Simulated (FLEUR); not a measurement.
# Pb (Im-3m) in FLEUR: further runs

The runs below take Pb through band structure, equation of state, with r2SCAN.

All numbers are computed with FLEUR MaX-R8.1 (later development tree); they aren't measurements. Logs are shortened: lines on timing, memory, paths and dates and some standing lists are left out, and cuts for length are marked.

## (1) Starting point

It takes space group Im-3m (No. 229, cubic). Conventional cell: a = 3.959 Å, b = 3.959 Å, c = 3.959 Å, α = 90.00°, β = 90.00°, γ = 90.00°. Pb (site symmetry m-3m) has 8 Pb at 3.43 Å as nearest neighbours.

This isn't the form of Pb at room conditions, which is fcc.

## (2) Band structure, r2SCAN

Contents of inp.xml:

```xml
<?xml version="1.0" encoding="UTF-8" standalone="no"?>
<fleurInput fleurInputVersion="0.39">
   <comment>
      Pb                                                                                                  
   </comment>
   <calculationSetup>
      <cutoffs Kmax="4.1" Gmax="12.7" GmaxXC="12.7" numbands="0"/>
      <scfLoop itmax="80" minDistance="0.0001" maxIterBroyd="30" imix="Anderson" alpha="0.05" precondParam="0.0" spinf="2.0" sdNocoIR="T"/>
      <coreElectrons ctail="F" frcor="F" kcrel="0" coretail_lmax="0"/>
      <xcFunctional name="LibXC" relativisticCorrections="F">
         <LibXCName exchange="mgga_x_r2scan" correlation="mgga_c_r2scan"/>
         <AuxGGA exchange="117" correlation="130"/>
      </xcFunctional>
      <magnetism jspins="1"/>
      <soc l_soc="F" theta="0.0" phi="0.0" spav="F"/>
      <expertModes spex="0" secvar="F"/>
      <geometryOptimization l_f="F" forcealpha="1.0" forcemix="BFGS" epsdisp="0.00001" epsforce="0.00001"/>
      <ldaU l_linMix="F" mixParam="0.05" spinf="1.0"/>
   </calculationSetup>
   <cell>
      <bzIntegration valenceElectrons="20.0" mode="hist" fermiSmearingEnergy="0.00183747">
         <kPointListSelection listName="default-1"/>
         <!-- k-points included here -->
         <xi:include xmlns:xi="http://www.w3.org/2001/XInclude" href="kpts.xml"> </xi:include>
      </bzIntegration>
      <!-- symmetry operations included here -->
      <xi:include xmlns:xi="http://www.w3.org/2001/XInclude" href="sym.xml"> </xi:include>
      <bulkLattice scale="1.0">
         <bravaisMatrix>
            <row-1>   -3.7410144010073063     3.7410144010073063     3.7410144010073063</row-1>
            <row-2>    3.7410144010073063    -3.7410144010073063     3.7410144010073063</row-2>
            <row-3>    3.7410144010073063     3.7410144010073063    -3.7410144010073063</row-3>
         </bravaisMatrix>
      </bulkLattice>
   </cell>
   <atomSpecies>
      <species name="Lead (Pb)" element="Pb" atomicNumber="82">
         <mtSphere radius="2.66" gridPoints="879" logIncrement="0.015"/>
         <atomicCutoffs lmax="10" lnonsphr="10"/>
         <electronConfig flipSpins="F">
            <coreConfig>(1s1/2) (2s1/2) (2p1/2) (2p3/2) (3s1/2) (3p1/2) (3p3/2) (4s1/2) (3d3/2) (3d5/2) (4p1/2) (4p3/2) (4d3/2) (4d5/2) (4f5/2) (4f7/2) (5s1/2)</coreConfig>
            <valenceConfig>(5p1/2) (5p3/2) (6s1/2) (5d3/2) (5d5/2) (6p1/2) (6p3/2)</valenceConfig>
            <stateOccupation state="(6p1/2)" spinUp="0.333333" spinDown="0.333333"/>
            <stateOccupation state="(6p3/2)" spinUp="0.666667" spinDown="0.666667"/>
         </electronConfig>
         <energyParameters s="6" p="6" d="5" f="5"/>
         <lo type="SCLO" l="1" n="5" eDeriv="0"/>
         <lo type="SCLO" l="1" n="5" eDeriv="1"/>
         <lo type="SCLO" l="0" n="6" eDeriv="2"/>
         <lo type="SCLO" l="2" n="5" eDeriv="2"/>
         <lo type="SCLO" l="3" n="5" eDeriv="2"/>
      </species>
   </atomSpecies>
   <atomGroups>
      <atomGroup species="Lead (Pb)">
         <relPos label="                   1">.0000000000 .0000000000 .0000000000</relPos>
         <force calculate="T" relaxXYZ="TTT"/>
      </atomGroup>
   </atomGroups>
   <output dos="F" band="F" slice="F">
      <checks vchk="F" cdinf="F"/>
      <bandDOS minEnergy="-.5*Htr" maxEnergy="0.5*Htr" sigma="0.015" storeEVData="T"/>
      <vacuumDOS vacdos="F" integ="F" star="F" nstars="0" locx1="0.0" locy1="0.0" locx2="0.0" locy2="0.0" nstm="0" tworkf="0.0"/>
      <unfoldingBand unfoldBand="F" supercellX="1" supercellY="1" supercellZ="1"/>
      <plotting iplot="0" polar="F">
         <plot TwoD="T" vec1="  1.0  0.0  0.0" vec2="  0.0  1.0  0.0" vec3="  0.0  0.0  1.0" zero="  0.0  0.0  0.0" file="plot"/>
      </plotting>
      <chargeDensitySlicing numkpt="0" minEigenval="0.0" maxEigenval="0.0" nnne="0" pallst="F"/>
      <specialOutput eonly="F"/>
      <moessbauerParams electricFieldGradient="T" isomerShift="T" coreHyperfine="T" valenceHyperfine="T"/>
      <magneticCircularDichroism mcd="F" energyLo="-10.0" energyUp="0.0"/>
   </output>
  <!-- We include the file relax.xml here to enable relaxations (see documentation) -->
  <xi:include xmlns:xi="http://www.w3.org/2001/XInclude" href="relax.xml"> <xi:fallback/> </xi:include>
</fleurInput>
```

Contents of crystal.txt:

```
Pb
&input cartesian=F /
-1.9796595667  1.9796595667  1.9796595667
1.9796595667  -1.9796595667  1.9796595667
1.9796595667  1.9796595667  -1.9796595667
1.8897261246
1.0 1.0 1.0

1
82 0.0000000000  0.0000000000  0.0000000000

&kpt div1=9 div2=9 div3=9 gamma=T /
```

Contents of inp.xml (bands):

```
<?xml version="1.0" encoding="UTF-8" standalone="no"?>
<fleurInput fleurInputVersion="0.39">
   <comment>
      Pb                                                                                                  
   </comment>
   <calculationSetup>
      <cutoffs Kmax="4.1" Gmax="12.7" GmaxXC="12.7" numbands="0"/>
      <scfLoop itmax="80" minDistance="0.0001" maxIterBroyd="30" imix="Anderson" alpha="0.05" precondParam="0.0" spinf="2.0" sdNocoIR="T"/>
      <coreElectrons ctail="F" frcor="F" kcrel="0" coretail_lmax="0"/>
      <xcFunctional name="LibXC" relativisticCorrections="F">
         <LibXCName exchange="mgga_x_r2scan" correlation="mgga_c_r2scan"/>
         <AuxGGA exchange="117" correlation="130"/>
      </xcFunctional>
      <magnetism jspins="1"/>
      <soc l_soc="F" theta="0.0" phi="0.0" spav="F"/>
      <expertModes spex="0" secvar="F"/>
      <geometryOptimization l_f="F" forcealpha="1.0" forcemix="BFGS" epsdisp="0.00001" epsforce="0.00001"/>
      <ldaU l_linMix="F" mixParam="0.05" spinf="1.0"/>
   </calculationSetup>
   <cell>
      <bzIntegration valenceElectrons="20.0" mode="hist" fermiSmearingEnergy="0.00183747">
         <kPointListSelection listName="path-1"/>
         <!-- k-points included here -->
         <xi:include xmlns:xi="http://www.w3.org/2001/XInclude" href="kpts.xml"> </xi:include>
      </bzIntegration>
      <!-- symmetry operations included here -->
      <xi:include xmlns:xi="http://www.w3.org/2001/XInclude" href="sym.xml"> </xi:include>
      <bulkLattice scale="1.0">
         <bravaisMatrix>
            <row-1>   -3.7410144010073063     3.7410144010073063     3.7410144010073063</row-1>
            <row-2>    3.7410144010073063    -3.7410144010073063     3.7410144010073063</row-2>
            <row-3>    3.7410144010073063     3.7410144010073063    -3.7410144010073063</row-3>
         </bravaisMatrix>
      </bulkLattice>
   </cell>
   <atomSpecies>
      <species name="Lead (Pb)" element="Pb" atomicNumber="82">
         <mtSphere radius="2.66" gridPoints="879" logIncrement="0.015"/>
         <atomicCutoffs lmax="10" lnonsphr="10"/>
         <electronConfig flipSpins="F">
            <coreConfig>(1s1/2) (2s1/2) (2p1/2) (2p3/2) (3s1/2) (3p1/2) (3p3/2) (4s1/2) (3d3/2) (3d5/2) (4p1/2) (4p3/2) (4d3/2) (4d5/2) (4f5/2) (4f7/2) (5s1/2)</coreConfig>
            <valenceConfig>(5p1/2) (5p3/2) (6s1/2) (5d3/2) (5d5/2) (6p1/2) (6p3/2)</valenceConfig>
            <stateOccupation state="(6p1/2)" spinUp="0.333333" spinDown="0.333333"/>
            <stateOccupation state="(6p3/2)" spinUp="0.666667" spinDown="0.666667"/>
         </electronConfig>
         <energyParameters s="6" p="6" d="5" f="5"/>
         <lo type="SCLO" l="1" n="5" eDeriv="0"/>
         <lo type="SCLO" l="1" n="5" eDeriv="1"/>
         <lo type="SCLO" l="0" n="6" eDeriv="2"/>
         <lo type="SCLO" l="2" n="5" eDeriv="2"/>
         <lo type="SCLO" l="3" n="5" eDeriv="2"/>
      </species>
   </atomSpecies>
   <atomGroups>
      <atomGroup species="Lead (Pb)">
         <relPos label="                   1">.0000000000 .0000000000 .0000000000</relPos>
         <force calculate="T" relaxXYZ="TTT"/>
      </atomGroup>
   </atomGroups>
   <output dos="F" band="T" slice="F">
      <checks vchk="F" cdinf="F"/>
      <bandDOS minEnergy="-.5*Htr" maxEnergy="0.5*Htr" sigma="0.015" storeEVData="T"/>
      <vacuumDOS vacdos="F" integ="F" star="F" nstars="0" locx1="0.0" locy1="0.0" locx2="0.0" locy2="0.0" nstm="0" tworkf="0.0"/>
      <unfoldingBand unfoldBand="F" supercellX="1" supercellY="1" supercellZ="1"/>
      <plotting iplot="0" polar="F">
         <plot TwoD="T" vec1="  1.0  0.0  0.0" vec2="  0.0  1.0  0.0" vec3="  0.0  0.0  1.0" zero="  0.0  0.0  0.0" file="plot"/>
      </plotting>
      <chargeDensitySlicing numkpt="0" minEigenval="0.0" maxEigenval="0.0" nnne="0" pallst="F"/>
      <specialOutput eonly="F"/>
      <moessbauerParams electricFieldGradient="T" isomerShift="T" coreHyperfine="T" valenceHyperfine="T"/>
      <magneticCircularDichroism mcd="F" energyLo="-10.0" energyUp="0.0"/>
   </output>
  <!-- We include the file relax.xml here to enable relaxations (see documentation) -->
  <xi:include xmlns:xi="http://www.w3.org/2001/XInclude" href="relax.xml"> <xi:fallback/> </xi:include>
</fleurInput>
```

Potentials or basis: all-electron, FLAPW.

Command:

```
> inpgen -f crystal.txt -profile fastHighL
> # inp.xml edited to the form shown
> fleur_MPI
> fleur_MPI   # second run, on inp.xml (bands)
```

The program printed:

```text
Welcome to FLEUR        (www.flapw.de)
      MaX-Release 8.1          (www.max-centre.eu)
 func_ids         498         497         498         497
 MetaGGA potential functional detected - V_tau will be computed
 Auxiliary Potential for radial basis: exchange=         117  correlation=         130
The functional 'Re-regularized SCAN exchange by Furness et al' is an exchange functional, it belongs to the 'MGGA' family and is defined in the reference(s):
[1] J. W. Furness, A. D. Kaplan, J. Ning, J. P. Perdew, and J. Sun.,  J. Phys. Chem. Lett. 11, 8208-8215 (2020)
[2] J. W. Furness, A. D. Kaplan, J. Ning, J. P. Perdew, and J. Sun.,  J. Phys. Chem. Lett. 11, 9248-9248 (2020)
The functional 'Re-regularized SCAN correlation by Furness et al' is a correlation functional, it belongs to the 'MGGA' family and is defined in the reference(s):
[1] J. W. Furness, A. D. Kaplan, J. Ning, J. P. Perdew, and J. Sun.,  J. Phys. Chem. Lett. 11, 8208-8215 (2020)
[2] J. W. Furness, A. D. Kaplan, J. Ning, J. P. Perdew, and J. Sun.,  J. Phys. Chem. Lett. 11, 9248-9248 (2020)
 Using same functional for VXC and EXC

 ========== k-point set info ==========
 Selected k-point list: default-1
 k-point list type: mesh
 9 x 9 x 9
 Number of k points: 35

 ------------Calculation Setup---------------------------
 Number of MPI-tasks      :            1
 Number of PE/node        :            1
 Number of OMP-threads    :            1
 Most efficient MPI parallelization for:
           1           5           7          35
 Additional eigenvalue parallelization possible
 Number of basis functions:          285
 Approximate size of matrices (H+S) per k-point:         0.001 GB
 --------------------------------------------------------
The functional 'Hammer, Hansen, and Norskov' is an exchange functional, it belongs to the 'GGA' family and is defined in the reference(s):
[... 6 lines left out ...]
 Reset of history
 Reset of history
 Iteration:     1   Distance:      53.13905777 me/bohr^3
The functional 'Hammer, Hansen, and Norskov' is an exchange functional, it belongs to the 'GGA' family and is defined in the reference(s):
[1] B. Hammer, L. B. Hansen, and J. K. Nørskov.,  Phys. Rev. B 59, 7413 (1999)
The functional 'Perdew, Burke & Ernzerhof' is a correlation functional, it belongs to the 'GGA' family and is defined in the reference(s):
[1] J. P. Perdew, K. Burke, and M. Ernzerhof.,  Phys. Rev. Lett. 77, 3865 (1996)
[2] J. P. Perdew, K. Burke, and M. Ernzerhof.,  Phys. Rev. Lett. 78, 1396 (1997)
 Using same functional for VXC and EXC
 Iteration:     2   Distance:      50.43428039 me/bohr^3
The functional 'Hammer, Hansen, and Norskov' is an exchange functional, it belongs to the 'GGA' family and is defined in the reference(s):
[1] B. Hammer, L. B. Hansen, and J. K. Nørskov.,  Phys. Rev. B 59, 7413 (1999)
The functional 'Perdew, Burke & Ernzerhof' is a correlation functional, it belongs to the 'GGA' family and is defined in the reference(s):
[1] J. P. Perdew, K. Burke, and M. Ernzerhof.,  Phys. Rev. Lett. 77, 3865 (1996)
[2] J. P. Perdew, K. Burke, and M. Ernzerhof.,  Phys. Rev. Lett. 78, 1396 (1997)
 Using same functional for VXC and EXC
 Iteration:     3   Distance:      47.89319345 me/bohr^3
The functional 'Hammer, Hansen, and Norskov' is an exchange functional, it belongs to the 'GGA' family and is defined in the reference(s):
[1] B. Hammer, L. B. Hansen, and J. K. Nørskov.,  Phys. Rev. B 59, 7413 (1999)
The functional 'Perdew, Burke & Ernzerhof' is a correlation functional, it belongs to the 'GGA' family and is defined in the reference(s):
[1] J. P. Perdew, K. Burke, and M. Ernzerhof.,  Phys. Rev. Lett. 77, 3865 (1996)
[2] J. P. Perdew, K. Burke, and M. Ernzerhof.,  Phys. Rev. Lett. 78, 1396 (1997)
 Using same functional for VXC and EXC
 Iteration:     4   Distance:       1.47932298 me/bohr^3
The functional 'Hammer, Hansen, and Norskov' is an exchange functional, it belongs to the 'GGA' family and is defined in the reference(s):
[1] B. Hammer, L. B. Hansen, and J. K. Nørskov.,  Phys. Rev. B 59, 7413 (1999)
The functional 'Perdew, Burke & Ernzerhof' is a correlation functional, it belongs to the 'GGA' family and is defined in the reference(s):
[1] J. P. Perdew, K. Burke, and M. Ernzerhof.,  Phys. Rev. Lett. 77, 3865 (1996)
[2] J. P. Perdew, K. Burke, and M. Ernzerhof.,  Phys. Rev. Lett. 78, 1396 (1997)
 Using same functional for VXC and EXC
 Iteration:     5   Distance:       0.46059613 me/bohr^3
The functional 'Hammer, Hansen, and Norskov' is an exchange functional, it belongs to the 'GGA' family and is defined in the reference(s):
[... 32 lines left out ...]
 Using same functional for VXC and EXC
 Iteration:    10   Distance:       0.00097704 me/bohr^3
The functional 'Hammer, Hansen, and Norskov' is an exchange functional, it belongs to the 'GGA' family and is defined in the reference(s):
[1] B. Hammer, L. B. Hansen, and J. K. Nørskov.,  Phys. Rev. B 59, 7413 (1999)
The functional 'Perdew, Burke & Ernzerhof' is a correlation functional, it belongs to the 'GGA' family and is defined in the reference(s):
[1] J. P. Perdew, K. Burke, and M. Ernzerhof.,  Phys. Rev. Lett. 77, 3865 (1996)
[2] J. P. Perdew, K. Burke, and M. Ernzerhof.,  Phys. Rev. Lett. 78, 1396 (1997)
 Using same functional for VXC and EXC
 Iteration:    11   Distance:       0.00014925 me/bohr^3
The functional 'Hammer, Hansen, and Norskov' is an exchange functional, it belongs to the 'GGA' family and is defined in the reference(s):
[1] B. Hammer, L. B. Hansen, and J. K. Nørskov.,  Phys. Rev. B 59, 7413 (1999)
The functional 'Perdew, Burke & Ernzerhof' is a correlation functional, it belongs to the 'GGA' family and is defined in the reference(s):
[1] J. P. Perdew, K. Burke, and M. Ernzerhof.,  Phys. Rev. Lett. 77, 3865 (1996)
[2] J. P. Perdew, K. Burke, and M. Ernzerhof.,  Phys. Rev. Lett. 78, 1396 (1997)
 Using same functional for VXC and EXC
 Iteration:    12   Distance:       0.00010699 me/bohr^3
The functional 'Hammer, Hansen, and Norskov' is an exchange functional, it belongs to the 'GGA' family and is defined in the reference(s):
[1] B. Hammer, L. B. Hansen, and J. K. Nørskov.,  Phys. Rev. B 59, 7413 (1999)
The functional 'Perdew, Burke & Ernzerhof' is a correlation functional, it belongs to the 'GGA' family and is defined in the reference(s):
[1] J. P. Perdew, K. Burke, and M. Ernzerhof.,  Phys. Rev. Lett. 77, 3865 (1996)
[2] J. P. Perdew, K. Burke, and M. Ernzerhof.,  Phys. Rev. Lett. 78, 1396 (1997)
 Using same functional for VXC and EXC
 Iteration:    13   Distance:       0.00000750 me/bohr^3

 ********************************************************************
 Run finished successfully
 Stop message:
   all done
 ********************************************************************
```

Wall time 22 s (1 thread of Arm Neoverse V1, shared host); peak memory 0.08 GiB.

Results:

- Free energy: -569429.3777 eV
- Band gap along the path: none (metal or under the smearing width)
- Valence electrons inside the program's atomic spheres: Pb 18.01 (radii Pb 2.66 bohr)

Levels at the corners of the path, in eV from the Fermi level:
| point | band 7 | band 8 | band 9 | band 10 | band 11 | band 12 | band 13 | band 14 |
| --- | --- | --- | --- | --- | --- | --- | --- | --- |
| Γ | -17.65 | -17.65 | -12.21 | 7.66 | 7.66 | 7.66 | 11.71 | 11.71 |
| H | -17.54 | -17.54 | -5.48 | -0.50 | -0.50 | -0.50 | 4.92 | 4.92 |
| N | -17.66 | -17.50 | -8.28 | -4.18 | 3.40 | 5.30 | 7.95 | 9.28 |
| Γ | -17.65 | -17.65 | -12.21 | 7.66 | 7.66 | 7.66 | 11.71 | 11.71 |
| P | -17.66 | -17.66 | -7.57 | -1.09 | -1.09 | -1.09 | 17.44 | 17.44 |
| H | -17.54 | -17.54 | -5.48 | -0.50 | -0.50 | -0.50 | 4.92 | 4.92 |
| P | -17.66 | -17.66 | -7.57 | -1.09 | -1.09 | -1.09 | 17.44 | 17.44 |
| N | -17.66 | -17.50 | -8.28 | -4.18 | 3.40 | 5.30 | 7.95 | 9.28 |

Core levels (eV from the Fermi level):
| atom | levels |
| --- | --- |
| 1 Pb | 1s1/2 -87981.8, 2s1/2 -15719.6, 2p1/2 -15092.6, 2p3/2 -12902.7, 3s1/2 -3770.2, 3p1/2 -3487.9, 3p3/2 -2999.3, 4s1/2 -850.7, 3d3/2 -2536.8, 3d5/2 -2432.9, 4p1/2 -728.6, 4p3/2 -609.0, 4d3/2 -410.6, 4d5/2 -388.2, 4f5/2 -131.4, 4f7/2 -126.4, 5s1/2 -139.6 |

Caveat: the meta-GGA is that of a development version, with a GGA for the radial functions and cores and without core tails; spin-orbit coupling is left out, which moves the levels of the heavy elements.

## (3) Equation of state, r2SCAN, 29.17 Å³/atom (volume scaled by 0.94)

inp.xml, as its differences from that of step 2:

```diff
@@ -27,3 +27,3 @@
       <xi:include xmlns:xi="http://www.w3.org/2001/XInclude" href="sym.xml"> </xi:include>
-      <bulkLattice scale="1.0">
+      <bulkLattice scale="0.9795861087">
          <bravaisMatrix>
```

Potentials or basis: all-electron, FLAPW.

Command:

```
> inpgen -f crystal.txt -profile fastHighL
> # inp.xml edited to the form shown
> fleur_MPI
```

Run time: 18 s. Hardware: 1 thread of Arm Neoverse V1, shared host; peak memory 0.08 GiB.

It converged, with:

| Item | Value |
| --- | --- |
| Free energy | -569429.3645 eV |
| Band gap on the k mesh | none (metal or under the smearing width) |
| Valence electrons inside the program's atomic spheres | Pb 18.05 (radii Pb 2.66 bohr) |

Caveat: the meta-GGA is that of a development version, with a GGA for the radial functions and cores and without core tails.

## (4) Equation of state, r2SCAN, 29.79 Å³/atom (volume scaled by 0.96)

inp.xml, as its differences from that of step 3:

```diff
@@ -27,3 +27,3 @@
       <xi:include xmlns:xi="http://www.w3.org/2001/XInclude" href="sym.xml"> </xi:include>
-      <bulkLattice scale="0.9795861087">
+      <bulkLattice scale="0.9864848297">
          <bravaisMatrix>
```

Command:

```
> inpgen -f crystal.txt -profile fastHighL
> # inp.xml edited to the form shown
> fleur_MPI
```

Wall time 19 s (1 thread of Arm Neoverse V1, shared host); peak memory 0.09 GiB.

The run converged. Its results:

| Quantity | Value |
| --- | --- |
| Free energy | -569429.3731 eV |
| Band gap on the k mesh | none (metal or under the smearing width) |
| Valence electrons inside the program's atomic spheres | Pb 18.04 (radii Pb 2.66 bohr) |

Caveat: the meta-GGA is that of a development version, with a GGA for the radial functions and cores and without core tails.

[end of part 1 of 2]
